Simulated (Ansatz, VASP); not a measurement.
# SnO2: VASP beside Ansatz, part 2 of 2

Aim: how closely do two programs agree when they are given the same cell, functional and k mesh? The cell is taken from a series of runs on this material, whose earlier steps may have relaxed, scaled, displaced or heated it; both programs get it as it stands.

VASP 6.6.1 and Ansatz 0.2.0.

So far: The starting structure; Ansatz: single point, HSE06 with D3(BJ); VASP: single point, HSE06 with D3(BJ).

## Step 3: VASP: single point, HSE06 with D3(BJ) (continued)

Level of this step: HSE06 with D3(BJ); plane waves and PAW (Sn_d, O) (VASP).

Numbers of over 12 decimals in the logs are rounded to 6 here.

OUTCAR, selected parts (step 3):

```text
ion  position               nearest neighbor table
   1  0.750  0.250  0.500-   3 2.04   5 2.04   3 2.04   5 2.04   4 2.07   6 2.07   2 3.23   2 3.23
                             2 3.23   2 3.23
   2  0.000  0.000  0.000-   6 2.04   4 2.04   6 2.04   4 2.04   3 2.07   5 2.07   1 3.23   1 3.23
                             1 3.23   1 3.23
   3  0.797  0.797  0.000-   1 2.04   1 2.04   2 2.07
   4  0.953  0.453  0.500-   2 2.04   2 2.04   1 2.07
   5  0.203  0.203  0.000-   1 2.04   1 2.04   2 2.07
   6  0.547  0.047  0.500-   2 2.04   2 2.04   1 2.07

  LATTYP: Found a body centered tetragonal cell.
 ALAT       =     3.9725305198
 C/A-ratio  =     2.5629616088

 Subroutine GETGRP returns: Found 16 space group operations
 (whereof  8 operations were pure point group operations)

The static configuration has the point symmetry D_2d.
 The point group associated with its full space group is D_4h.

 Found     30 irreducible k-points:

   k-points           NKPTS =     30   k-points in BZ     NKDIM =    216   number of bands    NBANDS=     32

   dimension x,y,z NGX =    48 NGY =   48 NGZ =   48
   dimension x,y,z NGXF=    96 NGYF=   96 NGZF=   96

   ENCUT  =  520.0 eV  38.22 Ry    6.18 a.u.  10.81 10.81 10.81*2*pi/ulx,y,z

   NELECT =      52.0000    total number of electrons

 k-points in reciprocal lattice and weights: Automatic mesh
   0.00000000  0.00000000  0.00000000       0.005
   0.16666667 -0.00000000  0.00000000       0.037
   0.33333333  0.00000000 -0.00000000       0.037
   0.50000000  0.00000000  0.00000000       0.019
   0.16666667  0.16666667  0.00000000       0.037
   0.33333333  0.16666667  0.00000000       0.074
   0.50000000  0.16666667  0.00000000       0.074
  -0.33333333  0.16666667  0.00000000       0.074
  -0.16666667  0.16666667  0.00000000       0.019
[...]
-0.33333333 -0.33333333  0.33333333       0.009
   0.50000000  0.50000000  0.50000000       0.005

  exchange ACFDT corr.  =         0.00000000  see jH, gK, PRB 81, 115126

 average (electrostatic) potential at core
       1 -94.7683       2 -94.7683       3 -63.0171       4 -63.0171       5 -63.0171
       6 -63.0171

 E-fermi :   3.0243

 k-point     1 :       0.0000    0.0000    0.0000
  band No.  band energies     occupation
    ...
     22       2.0538      2.00000
     23       2.3116      2.00000
     24       2.3116      2.00000
     25       2.4745      2.00000
     26       2.4745      2.00000
     27       6.5279      0.00000
     28      10.7960      0.00000
     29      14.2606      0.00000
     30      14.9566      0.00000
     31      15.0092      0.00000
    ...

 k-point     2 :       0.1667   -0.0000    0.0000
  band No.  band energies     occupation
    ...
     22       1.6725      2.00000
     23       2.2218      2.00000
     24       2.2352      2.00000
     25       2.4148      2.00000
     26       2.4264      2.00000
     27       7.5025      0.00000
     28      10.8437      0.00000
     29      13.9747      0.00000
     30      14.8627      0.00000
     31      15.5109      0.00000
    ...

 k-point     3 :       0.3333    0.0000   -0.0000
  band No.  band energies     occupation
    ...
     22       1.7784      2.00000
     23       2.0997      2.00000
     24       2.2308      2.00000
     25       2.3585      2.00000
     26       2.5379      2.00000
     27       9.2351      0.00000
     28      11.0873      0.00000
     29      13.3858      0.00000
     30      14.4417      0.00000
     31      15.1449      0.00000
    ...

 Edisp (eV)   -1.40446

  Total      -0.24143    -0.24143    -0.05379     0.00000     0.00000     0.00000
  in kB      -4.81492    -4.81492    -1.07273     0.00000     0.00000     0.00000
  external pressure =       -3.57 kB  Pullay stress =        0.00 kB

  energy-cutoff  :      520.00
  volume of cell :       80.34
      direct lattice vectors                 reciprocal lattice vectors
    -1.986265260  1.986265260  5.090721606     0.000000000  0.251728714  0.098217903
     1.986265260 -1.986265260  5.090721606     0.251728714  0.000000000  0.098217903
     1.986265260  1.986265260 -5.090721606     0.251728714  0.251728714  0.000000000

 POSITION                                       TOTAL-FORCE (eV/Angst)
 -----------------------------------------------------------------------------------
     -0.00000      1.98627      2.54536         0.000000      0.000000     -0.000000
      0.00000      0.00000      0.00000         0.000000      0.000000     -0.000000
      0.00000      0.00000      8.11470         0.000000      0.000000     -0.080761
     -0.00000      1.98627      4.61210        -0.000000     -0.000000      0.080761
      0.00000      0.00000      2.06674        -0.000000     -0.000000      0.080761
      0.00000      1.98627      0.47862        -0.000000     -0.000000     -0.080761
 -----------------------------------------------------------------------------------
    total drift:                                0.000000     -0.000000     -0.000000

  FREE ENERGIE OF THE ION-ELECTRON SYSTEM (eV)
  ---------------------------------------------------
  free  energy   TOTEN  =       -48.3637535228 eV

  energy  without entropy=      -48.3637535228  energy(sigma->0) =      -48.36375352

 total charge
# of ion       s       p       d       tot
------------------------------------------
    1        0.853   1.116  10.404  12.372
    2        0.853   1.116  10.404  12.372
    3        1.563   3.550   0.000   5.113
    4        1.563   3.550   0.000   5.113
    5        1.563   3.550   0.000   5.113
    6        1.563   3.550   0.000   5.113
--------------------------------------------------
tot          7.958  16.431  20.808  45.196

[... 3 further parts left out ...]
```

The run ends at a pressure of -0.36 GPa, with forces up to 0.081 eV/Å.

## Step 4: Differences

Known differences besides the potentials themselves: exact exchange at q = 0 is treated differently, which shows on coarse meshes; VASP keeps PBE cores, Ansatz makes them for the functional; fixed occupations in Ansatz, narrow Gaussian smearing in VASP; the data sets hold 68 valence electrons in Ansatz (on PAW files that the input asks for by source) and 52 in VASP; the cutoff is 930 eV in Ansatz and 520 eV in VASP; VASP takes a coarser grid for exact exchange (PRECFOCK = Fast). Total energies have different zeros and are not compared.

The two programs side by side:

| quantity | Ansatz | VASP | difference |
| --- | --- | --- | --- |
| gap on the k mesh (eV) | 3.611 | 3.589 | +0.022 |

A gap on the mesh is an upper bound, since the band edges may lie between its points.

## Step 5: Summary of results

| Item | Value |
| --- | --- |
| difference in gap on the k mesh (single point, HSE06 with D3(BJ)) | 0.022 eV |

The difference in gap on the k mesh is 0.022 eV (single point, HSE06 with D3(BJ)), within the 0.08 eV picked in this series as the mark of a large difference. The data sets hold unlike numbers of valence electrons (68 in Ansatz and 52 in VASP), so part of the differences comes from the potentials. Such differences can come from data sets, numerical settings and the points named under the comparisons, not from the functional's error against experiment.

[Lines on the potential files, build, host, timing and source positions are cut from VASP's logs without a mark.]

[Logs are printed without paths, hosts, clocks, repeated set-up lines and the standing remarks that a program may print on its own settings, such as how far it seeks lower states.]

[Hosts, paths, dates, database ids (printed as entryN), source tags and the programs' standing remarks are cut or masked in the printed files.]
